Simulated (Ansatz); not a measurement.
A 6-atom cell of SiS2 started from a crystallographic database, relaxed with r2SCAN+rVV10 in Ansatz. It is orthorhombic, Ibam (No. 72); a = 5.487 Å, b = 9.636 Å, c = 5.523 Å in the conventional setting, 24.34 Å³ an atom. Si is surrounded by 4 S at 2.13 Å; S is surrounded by 2 Si at 2.13 Å.

The axes x, y and z are those of this cell:
```yaml
crystal:
  lattice:
    - [-2.74339, 4.81807, 2.76165]
    - [2.74339, -4.81807, 2.76165]
    - [2.74339, 4.81807, -2.76165]
  atoms:
    - { symbol: Si, position: [0.75000, 0.75000, 0.00000] }
    - { symbol: Si, position: [0.25000, 0.25000, 0.00000] }
    - { symbol: S, position: [0.11778, 0.21222, 0.32999] }
    - { symbol: S, position: [0.88222, 0.78778, 0.67001] }
    - { symbol: S, position: [0.61778, 0.28778, 0.90556] }
    - { symbol: S, position: [0.38222, 0.71222, 0.09444] }
```

Unstrained: The PBE gap is indirect, 2.727 eV (Γ–Σ₀ (0.82 of the way from Γ) to k = (0.411, 0.417, -0.417)), below the direct gap of 3.074 eV at X. With r2SCAN the valence top lies at Γ–Σ₀ (0.82 of the way from Γ) and the conduction bottom at k = (0.411, 0.417, -0.417), 3.117 eV higher; the smallest vertical gap, at X, is 3.486 eV. With HSE06 the valence top lies at Γ–Σ₀ (0.82 of the way from Γ) and the conduction bottom at k = (0.411, 0.417, -0.417), 3.830 eV higher; the smallest vertical gap, at X, is 4.233 eV. Meshes: PBE 6×6×6, r2SCAN 6×6×6, HSE06 4×4×4. Strains are changes of length per length. After each strain the atoms were relaxed again with r2SCAN+rVV10 within the symmetry that the strain leaves, so tilts or polar shifts that break it weren't tested; points keep the names that they have in the unstrained zone. (Simulation; spin polarisation is off.)

(1) Apply isotropic +5.91 % on every length. How far does the gap move, against the unstrained cell?

(2) Estimate what uniaxial -5.46 % along z, other directions held does to the gap.

(3) Apply biaxial +4.03 % in x and y, z held. How far does the gap move, against the unstrained cell?

(4) Order the strained cells by their HSE06 gap, smallest first.
A. biaxial +4.03 % in x and y, z held
B. uniaxial -5.46 % along z, other directions held
C. isotropic +5.91 % on every length

Results:

(1) PBE: the gap goes from 2.727 to 2.994 eV (+0.267 eV); the edges go from Γ–Σ₀ (0.82) → (0.411, 0.417, -0.417) to (0.260, -0.260, -0.271) → (3/8, 0.385, -0.385). r2SCAN: the gap goes from 3.117 to 3.389 eV (+0.272 eV); the edges go from Γ–Σ₀ (0.82) → (0.411, 0.417, -0.417) to (0.260, -0.260, -0.271) → (3/8, 0.385, -0.385). HSE06: the gap goes from 3.830 to 4.128 eV (+0.298 eV); the edges go from Γ–Σ₀ (0.82) → (0.411, 0.417, -0.417) to (0.260, -0.260, -0.271) → (3/8, 0.385, -0.385).

(2) PBE: the gap goes from 2.727 to 2.612 eV (-0.115 eV); the edges go from Γ–Σ₀ (0.82) → (0.411, 0.417, -0.417) to Γ–Σ₀ (0.87) → (0.401, 0.401, -0.401). r2SCAN: the gap goes from 3.117 to 2.999 eV (-0.118 eV); the edges go from Γ–Σ₀ (0.82) → (0.411, 0.417, -0.417) to Γ–Σ₀ (0.87) → (0.401, 0.401, -0.401). HSE06: the gap goes from 3.830 to 3.687 eV (-0.143 eV); the edges go from Γ–Σ₀ (0.82) → (0.411, 0.417, -0.417) to Γ–Σ₀ (0.87) → (0.401, 0.401, -0.401).

(3) PBE: the gap goes from 2.727 to 2.871 eV (+0.144 eV); the edges go from Γ–Σ₀ (0.82) → (0.411, 0.417, -0.417) to Γ–Σ₀ (0.82) → (0.385, 0.385, -0.385). r2SCAN: the gap goes from 3.117 to 3.262 eV (+0.145 eV); the edges go from Γ–Σ₀ (0.82) → (0.411, 0.417, -0.417) to Γ–Σ₀ (0.82) → (0.385, 0.385, -0.385). HSE06: the gap goes from 3.830 to 3.980 eV (+0.150 eV); the edges go from Γ–Σ₀ (0.82) → (0.411, 0.417, -0.417) to Γ–Σ₀ (0.82) → (0.385, 0.385, -0.385).

(4) B (3.69 eV), A (3.98 eV), C (4.13 eV).

Where an edge lies off the special points, it is a point of the mesh or the k point where a search put PBE's edge or least direct gap, reused for the other functionals, whose own edges may lie a little apart.

Coordinates of k points refer to the reciprocal vectors of the primitive cell of the runs.

The meshes of the hybrids are coarse, so their gaps aren't converged to the digits shown.
